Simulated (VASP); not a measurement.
# RuS2 (Laurite) under changes of volume

One of the cells (14.999 Å³/atom); the others are scaled copies at fixed shape and fractional positions:

```
Ru S
1.0
     5.64612    0.00000    0.00000
     0.00000    5.64612    0.00000
     0.00000    0.00000    5.64612
Ru S
4 8
Cartesian
  0.0000 2.8231 2.8231
  2.8231 2.8231 0.0000
  2.8231 0.0000 2.8231
  0.0000 0.0000 0.0000
  2.1850 0.6381 5.0081
  0.6381 5.0081 2.1850
  5.0081 2.1850 0.6381
  3.4611 3.4611 3.4611
  3.4611 5.0081 0.6381
  5.0081 0.6381 3.4611
  0.6381 3.4611 5.0081
  2.1850 2.1850 2.1850
```

| Quantity | Value |
| --- | --- |
| Program | VASP 6.6.1 |
| Functional | PBE |
| Potentials or basis | VASP PAW PBE potentials, release 64 (Ru_pv, S) |
| Cutoff | 520 eV |
| k mesh | 4 × 4 × 4 |
| Occupations | gaussian, width 0.02 eV |
| Spin | no spin polarisation |

| volume (Å³/atom) | energy over the lowest point (meV/atom) | pressure (GPa) | gap on the mesh (eV) | largest force (eV/Å) |
| --- | --- | --- | --- | --- |
| 14.399 | 14.35 | 7.8 | 0.60 | 0.007 |
| 14.699 | 3.52 | 3.7 | 0.61 | 0.000 |
| 14.999 | 0.00 | 0.0 | 0.62 | 0.007 |
| 15.299 | ? | ? | ? | ? |
| 15.599 | 11.68 | -6.2 | 0.63 | 0.015 |

What does the run at 15.299 Å³/atom give?

Energy over the lowest point 2.95 meV/atom; pressure -3.3 GPa; gap on the mesh 0.63 eV; largest force 0.012 eV/Å.

Worked out: A Birch-Murnaghan fit of order 2 (a polynomial in V^(-2/3)) to the other rows has its minimum at 15.01 Å³/atom with B0 = V·E''(V) = 173 GPa at fixed shape and positions, which overstates the stiffness. It gives 2.88 meV/atom at 15.299 Å³/atom, against the run's 2.95, and -dE/dV = -3.2 GPa, against -3.3. A straight line through the other rows of the gap, of slope 0.373 eV per unit of ln V, gives 0.62 eV, against the run's 0.63.

Energies are extrapolated to zero smearing.

A mesh can miss the band edges. Spin-orbit coupling on Ru is left out.
